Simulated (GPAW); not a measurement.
Set up this calculation in GPAW 26.7.0, as an ASE script.

- Task: single point
- Functional: PBE
- Potentials or basis: GPAW PAW data sets (gpaw-data 1.2.1)
- Cutoff: 500 eV
- Basis: pw
- k mesh: 10 × 10 × 10
- Occupations: fermi-dirac, width 0.05 eV
- Spin: no spin polarisation
- Maxiter: 120
- Convergence: default

Cu:

```
CELL_PARAMETERS angstrom
0.00000 1.80750 1.80750
1.80750 0.00000 1.80750
1.80750 1.80750 0.00000
ATOMIC_POSITIONS crystal
Cu 0.00000 0.00000 0.00000
```

One way to write it, as run:

run.py

```python
from ase import Atoms
from ase.dft.bandgap import bandgap
from ase.io import write
from ase.units import GPa
from gpaw import GPAW, PW

atoms = Atoms(['Cu'],
              cell=[[0.0, 1.8075, 1.8075],
                    [1.8075, 0.0, 1.8075],
                    [1.8075, 1.8075, 0.0]],
              scaled_positions=[[0.0, 0.0, 0.0]],
              pbc=True)

calc = GPAW(mode=PW(500),
            xc='PBE',
            kpts={'size': (10, 10, 10), 'gamma': True},
            occupations={'name': 'fermi-dirac', 'width': 0.05},
            nbands=14,
            maxiter=120,
            txt='gpaw.txt')
atoms.calc = calc
energy = atoms.get_potential_energy()
forces = atoms.get_forces()
stress = atoms.get_stress()
calc.write('gs.gpw')
write('result.traj', atoms)
print(f'Energy: {energy:.6f} eV')
print('Forces (eV/A):')
print(forces.round(4))
print('Stress (GPa):', (stress / GPa).round(3))
print('Fermi level:', round(calc.get_fermi_level(), 4), 'eV')
print(f'Gap: {bandgap(calc)[0]:.4f} eV, direct: {bandgap(calc, direct=True)[0]:.4f} eV')
```

Potentials or basis: GPAW PAW data sets (gpaw-data 1.2.1), pw.

The run is started by

```bash
$ OMP_NUM_THREADS=1 python run.py
```

Results of the run:

```
Pressure               : 1.9 GPa
Band gap on the k mesh : none (metal or under the smearing width)
```

Caveat: with this Cu data set, volumes or pressures lay over 1.5 % or 2 GPa off other programs in two to four cells of ten; the cutoff is short for stress and forces, so pressures can be off by a GPa or more.

It took 4.4 s on 1 thread of Arm Neoverse V2, on a shared host, peak memory 0.12 GiB.
